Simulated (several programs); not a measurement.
La₂O₃, A-La2O3 type, relaxed with r2SCAN in Ansatz, was computed with several methods. It is trigonal, P-3m1 (No. 164); conventional cell a = 3.935 Å, c = 6.126 Å, 16.43 Å³ an atom. La is surrounded by 7 O at 2.37–2.73 Å; O is surrounded by 6 La at 2.73 Å; O is surrounded by 4 La at 2.37–2.45 Å. These are computed values for a spin-unpolarised cell that may be hypothetical.

```cif
data_structure
_symmetry_space_group_name_H-M 'P-3m1'
_symmetry_Int_Tables_number 164
_cell_length_a 3.9351
_cell_length_b 3.9351
_cell_length_c 6.1262
_cell_angle_alpha 90.000
_cell_angle_beta 90.000
_cell_angle_gamma 120.000
_cell_volume 82.15
loop_
_atom_site_label
_atom_site_type_symbol
_atom_site_symmetry_multiplicity
_atom_site_Wyckoff_symbol
_atom_site_fract_x
_atom_site_fract_y
_atom_site_fract_z
_atom_site_occupancy
La1 La 2 d 0.33333 0.66667 0.24616 1
O1 O 1 a 0.00000 0.00000 0.00000 1
O2 O 2 d 0.33333 0.66667 0.64611 1
```

Gaps and times are for a single point on this cell; volume and bulk modulus come from each method's own relaxation or energy curve at fixed shape, which is too stiff where a cell has free coordinates or axes. Times are rough, from shared hosts (AMD EPYC 7R13 Processor; Arm Neoverse V2; NVIDIA H100 80GB HBM3), and each method has its own mesh and cell size. A double dagger marks a value from a curve with shape and coordinates held. PM6 (MOPAC), PM7 (MOPAC) treat a cluster of cells at its zone centre, which samples few k points: where these miss a band edge, the gap comes out too large for that reason alone. Gaps from k meshes are read at a limited set of points (mesh, symmetry points, PBE's band edges), so each method's own least gap may be somewhat smaller. xTB and the PM methods were fitted mostly to molecules, and can miss a solid's gap by electronvolts. Times of the plane-wave rungs are withheld (a dash), since they come from other jobs, hosts and meshes; the meshes of hybrids and Hartree-Fock don't converge their gaps to the digits shown. d marks a direct gap, i an indirect one (no mark: not told apart), a dash a value that wasn't computed or didn't pass its checks.

```
                          method              kind  gap (eV)  own volume (Å³/atom)  bulk modulus (GPa)  atoms computed  processor time
                          PBEsol         semilocal         –                 15.96                   –               5               –
light PBE (260 eV, its own mesh)  light plane-wave    3.83 i                     –                   –               5           1.5 s
                             LDA         semilocal    3.73 i                 15.54                   –               5               –
                             PBE         semilocal    3.84 i                 16.64                129‡               5               –
                     PM7 (MOPAC)    semi-empirical     10.77                     –                   –         cluster            14 s
                          r2SCAN         semilocal    4.23 i                 16.43                139‡               5               –
                         PBE+SOC         semilocal    3.83 i                     –                   –               5               –
                         LC-ωPBE            hybrid   10.66 i                     –                   –               5               –
                     PM6 (MOPAC)    semi-empirical      4.59                     –                   –         cluster            38 s
                        DDH-PBE0            hybrid    5.67 i                     –                   –               5               –
                            PBE0            hybrid    6.03 i                     –                   –               5               –
                           HSE06            hybrid    5.29 i                     –                   –               5               –
```

**Question.** How far from the measured values lie the methods that can be set against them?

**Answer.**
- Volume, measured 16.46 Å³ an atom: PBEsol -3.0 %, LDA -5.6 %, PBE +1.1 %, r2SCAN -0.2 %.
The calculations are for a static lattice; samples hold vibrations, temperature and, in optical gaps, excitons. A measured value is shown where most reports agree with it, and only for the quantities listed. Sources: 16.46 Å³ an atom (from the lattice constants; a; “Electronic Percolation Threshold of Self-Standing Ag-LaCoO3 Porous Electrodes for Practical Applications”; mixed-phase precursor powder, partly converted to La(OH)3; paper miscalls the phase tetragonal; fit not explicitly stated, ICSD card cited; 2019; pmc:6696329).

Only the rows marked +SOC include spin-orbit coupling.
